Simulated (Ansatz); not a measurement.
**Structure search for Zr₄B**

Theory: DFT PBE, scalar-relativistic, plane waves, PAW in Ansatz 0.2.0. Settings: cutoff 420 eV, Γ-centred meshes spaced at most about 0.3 Å⁻¹, and about 0.25 Å⁻¹ or finer for metals (2π included), Gaussian smearing. No spin polarisation.

The zero of energy is the elements' standard structures at the same level; no fitted shifts are applied.

All energies are static (0 K, no zero-point motion). The comparison covers the computed candidates alone.

Invented guesses were relaxed alike, and ends that match in structure were merged. ΔE counts from the first row. Coordination counts Zr atoms around B (those within 1.25 times the shortest such distance or 1.15 times the sum of covalent radii; a plus sign parts nearer from farther groups; the shortest distance is added where it is long for a bond). The ends were matched against large subsets of the Crystallography Open Database and the Materials Project, so a missing match doesn't prove that a structure is unreported.

| # | reached from | type and space group | atoms | Å³/atom | coordination | ΔE (meV/atom) | gap on mesh (eV) | in databases |
| --- | --- | --- | --- | --- | --- | --- | --- | --- |
| 1 | Co4H type (P-3m1) | P-3m1 (No. 164) | 5 | 20.6 | B 6 | 0 | 0.00 | no match |
| 2 | OsCl4 type (Cmmm) | Cmmm (No. 65) | 5 | 20.6 | B 6 | 18 | 0.00 | no match |
| 3 | Co4N type (Pm-3m) | Pm-3m (No. 221) | 5 | 20.8 | B 6 | 107 | 0.00 | no match |
| 4 | random cell | Im-3m (No. 229) | 5 | 20.6 | B 8 | 448 | 0.00 | no match |
| 5 | random cell | P6/mmm (No. 191) | 5 | 32.0 | B 2 | 1451 | 0.00 | no match |
| 6 | Mn4N type (Pm-3m) | Pm-3m (No. 221) | 5 | 25.4 | B 12+8 from 3.6 Å | 2048 | 0.00 | no match |

The lowest: Space group P-3m1 (No. 164), trigonal, a = 3.367 Å, c = 10.497 Å. Around Zr on its first site lie 3 B at 2.36 Å and 12 Zr at 3.31–3.37 Å; Zr on its second site has 3 Zr at 3.10 Å and 9 Zr at 3.33–3.37 Å; B is surrounded by 6 Zr at 2.36 Å. Its energy over the elements is −0.14 eV/atom. It lies below the elements, which doesn't yet make it stable against other compounds or structures. An observed structure of this formula, if there is one, may be missing.

```cif
data_structure
_symmetry_space_group_name_H-M 'P 1'
_symmetry_Int_Tables_number 1
_cell_length_a 3.3671
_cell_length_b 3.3671
_cell_length_c 10.4975
_cell_angle_alpha 90.000
_cell_angle_beta 90.000
_cell_angle_gamma 120.000
_cell_volume 103.07
loop_
_atom_site_label
_atom_site_type_symbol
_atom_site_fract_x
_atom_site_fract_y
_atom_site_fract_z
_atom_site_occupancy
Zr1 Zr 0.33333 0.66667 0.87237 1
Zr2 Zr 0.33333 0.66667 0.38488 1
Zr3 Zr 0.66667 0.33333 0.12763 1
Zr4 Zr 0.66667 0.33333 0.61512 1
B1 B 0.00000 0.00000 0.00000 1
```

The second: Space group Cmmm (No. 65), orthorhombic, a = 6.616 Å, b = 9.155 Å, c = 3.404 Å. Around Zr on a site of symmetry 2mm lie 2 B at 2.37 Å and 12 Zr at 3.26–3.40 Å; Zr on a site of symmetry m2m is surrounded by 1 B at 2.34 Å and 12 Zr at 3.26–3.40 Å; around B lie 6 Zr at 2.34–2.37 Å. Counting Zr atoms around B, the first and the second both have B 6. Shaken at random and relaxed again, row 1 came back. Cells without such a test can be saddle points.

```xyz
5
Lattice="3.3081 -4.5776 0.0000 3.3081 4.5776 0.0000 0.0000 0.0000 3.4039" Properties=species:S:1:pos:R:3 pbc="T T T"
Zr    4.9599    0.0000    1.7020
Zr    1.6562    0.0000    1.7020
Zr    3.3081   -2.2352    0.0000
Zr    3.3081    2.2352    0.0000
B     0.0000    0.0000    0.0000
```

Some candidate types were left out of the draw beforehand, so a known form may be missing.
